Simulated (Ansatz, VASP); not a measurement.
One calculation of SrO, two programs

INCAR

```
  PREC = Accurate
  ENCUT = 520
  EDIFF = 1E-6
  ISMEAR = 0
  SIGMA = 0.05
  LREAL = F
  LASPH = T
  NELM = 60
  ALGO = Normal
  ISIF = 2
  LWAVE = F
  LCHARG = F
  GGA = PE
  NBANDS = 15
```

KPOINTS

```
Automatic mesh
0
Gamma
  8 8 8
```

POSCAR

```
SrO
1.0
    0.0000000000      2.5973917585      2.5973917585
    2.5973917585      0.0000000000      2.5973917585
    2.5973917585      2.5973917585      0.0000000000
Sr O
1 1
Direct
    0.0000000000      0.0000000000      0.0000000000
    0.4931940688      0.5000000000      0.5000000000
```

Input for Ansatz:

```yaml
crystal:
  lattice:
    - [0.0, 2.5973917585, 2.5973917585]
    - [2.5973917585, 0.0, 2.5973917585]
    - [2.5973917585, 2.5973917585, 0.0]
  atoms:
    - { symbol: Sr, position: [0.0, 0.0, 0.0] }
    - { symbol: O, position: [0.4931940688, 0.5, 0.5] }
basis:
  ecutwfc: 420
kpoints:
  mp_grid: { grid: [8, 8, 8] }
hamiltonian:
  xc: pbe
scf:
  occupations: { method: gaussian, width: 0.05 }
output:
  forces: true
  stress: true
  eigenvalues: true
```

Change from the starting cell: all O atoms moved +0.025 Å, as atom 2 towards its neighbour atom 2 (O) at 3.673 Å.

Alike in both runs: task single point; functional PBE; k mesh 8 × 8 × 8; occupations gaussian, width 0.05 eV; no spin polarisation.

|  | VASP | Ansatz |
| --- | --- | --- |
| version | VASP 6.6.1 | Ansatz 0.2.0 |
| potentials or method | VASP PAW PBE potentials, release 64 (Sr_sv, O) | scalar-relativistic, plane waves, PAW |
| plane-wave cutoff (eV) | 520 | 420 |
| valence electrons in the cell | 16 | 16 |

Ansatz gave:

- gap on the k mesh at the Fermi level (eV): 3.33
- least direct gap on the mesh (eV): 3.43
- pressure (GPa): 0.0
- rms of the force components (eV/Å): 0.026

What did VASP give for the same quantities?

gap on the k mesh at the Fermi level (eV): 3.28; least direct gap on the mesh (eV): 3.39; pressure (GPa): 0.5; rms of the force components (eV/Å): 0.028.

Atom by atom the forces differ by 0.002 eV/Å (rms over components). With one functional, cell and mesh, what is left measures potentials, basis and numerics.

A k mesh can miss the band edges.
